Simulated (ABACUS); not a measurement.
**BP in ABACUS: the effect of functional**

Crystal: BP.

```
P B
1.0
     0.00000    2.28403    2.28403
     2.28403    0.00000    2.28403
     2.28403    2.28403    0.00000
P B
1 1
Direct
  0.75000 0.75000 0.75000
  0.00000 0.00000 0.00000
```

The cell isn't the ideal one: volume scaled by 1.02.

Alike in all runs:

| Item | Value |
| --- | --- |
| Program | ABACUS 3.10.1 |
| Task | equation of state |
| Potentials or basis | SG15 ONCV 1.2 PBE |
| Cutoff | 1034 eV |
| Density cutoff | 4136 eV |
| Basis | plane waves |
| k mesh | 7 × 7 × 7 |
| Occupations | fermi-dirac, width 0.05 eV |
| Spin | no spin polarisation |

Question: One run gave: gap on the mesh 1.44 eV; pressure -3.5 GPa. Which functional did it use?
A. PW91
B. WC
C. LDA
D. r2SCAN
E. TPSS

Answer: D.

```csv
functional,gap on the mesh (eV),pressure (GPa)
LDA,1.13,-4.0
PBE,1.30,-2.7
PBEsol,1.15,-4.1
PW91,1.33,-2.7
WC,1.18,-4.2
r2SCAN,1.44,-3.5
TPSS,1.42,-2.2
```

Caveats: an odd mesh through Γ misses points on the zone boundary, where band edges often lie; the potentials were made for another functional, which shifts forces and pressure (some runs).
